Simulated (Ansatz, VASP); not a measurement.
Ti3Al: VASP beside Ansatz

```
Ti Al
1.0
     0.00000    3.31576    3.31576
     3.31576    0.00000    3.31576
     3.31576    3.31576    0.00000
Ti Al
3 1
Direct
  0.75000 0.75000 0.75000
  0.25000 0.25000 0.25000
  0.00000 0.00000 0.00000
  0.50000 0.50000 0.50000
```

The cell comes from a database or a generator and needn't be the stable form of this composition.

Alike in both runs: task single point; functional r2SCAN; k mesh 6 × 6 × 6; no spin polarisation.

|  | VASP | Ansatz |
| --- | --- | --- |
| version | VASP 6.6.1 | Ansatz 0.2.0 |
| potentials or method | VASP PAW PBE potentials, release 64 (Ti_sv, Al) | plane waves, PAW |
| plane-wave cutoff (eV) | 520 | 600 |
| occupations | methfessel-paxton of order 1, width 0.15 eV | cold, width 0.15 eV |
| valence electrons in the cell | 39 | 39 |

Ansatz gave:

- pressure (GPa): -9.6

**Question.** Estimate VASP's values.

**Answer.** Pressure (GPa): -9.4.

Ansatz warned: «stress_scf_threshold_loose».

Caveats: the PAW data sets were made with another functional, which shifts forces and pressure a little (VASP).
